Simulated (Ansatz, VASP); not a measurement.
**One calculation of Pd, two programs**

```
CELL_PARAMETERS angstrom
-1.54018 1.54018 1.54018
1.54018 -1.54018 1.54018
1.54018 1.54018 -1.54018
ATOMIC_POSITIONS crystal
Pd 0.00000 0.00000 0.00000
```

Change from the starting cell: volume scaled by 0.94.

Alike in both runs: task single point; functional PBE; k mesh 12 × 12 × 12; occupations fermi-dirac, width 0.05 eV; no spin polarisation.

|  | VASP | Ansatz |
| --- | --- | --- |
| version | VASP 6.6.1 | Ansatz 0.2.0 |
| potentials or method | VASP PAW PBE potentials, release 64 (Pd) | Ansatz PAW |
| plane-wave cutoff (eV) | 520 | 420 |
| valence electrons in the cell | 10 | 18 |

```tsv
	VASP	Ansatz	Ansatz less VASP
gap on the k mesh at the Fermi level (eV)	none	none	-
pressure (GPa)	10.1	10.5	+0.41
```

A gap of «none» marks a metal or a gap that the smearing closes. The functional is the same, so the differences come from potentials, cutoffs and numerics. The two sets of potentials don't hold the same shells in valence.
